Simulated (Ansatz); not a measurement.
What DFT gives for Zn

```yaml
crystal:
  lattice:
    - [3.77295, 0.00000, 0.00000]
    - [-1.88647, 3.26747, 0.00000]
    - [0.00000, 0.00000, 6.43229]
  atoms:
    - { symbol: Zn, position: [0.00000, 0.00000, 0.25000] }
    - { symbol: Zn, position: [0.00000, 0.00000, 0.75000] }
    - { symbol: Zn, position: [0.66670, 0.33330, 0.00000] }
    - { symbol: Zn, position: [0.33330, 0.66670, 0.25000] }
    - { symbol: Zn, position: [0.33340, 0.66670, 0.75000] }
    - { symbol: Zn, position: [0.66670, 0.33330, 0.50000] }
```

Level: PBE, no spin polarisation; 420 eV; 10×10×5 Γ-centred mesh; fermi-dirac occupations (width 0.1 eV); Ansatz 0.2.0, fixed geometry.

Stress: The pressure is 31.1 GPa (compression positive), so with the atoms held at these fractions the cell would first expand. The principal stresses 5.9, 43.8, 43.8 GPa differ, so its shape would change too.
Contacts: Zn–Zn at 2.18 Å: least valence density 0.52 e/Å³ and ELF 0.30 there. These are pseudo-fields; inside the PAW spheres they differ from the all-electron ones.
At the Fermi level: It is a metal, with about 1.8 states/eV a cell as the mean within 0.25 eV of the Fermi level.

Origin: a known structure type with other elements, at an estimated volume, so it need not be a known compound. Caveats: atoms or cell far from equilibrium.
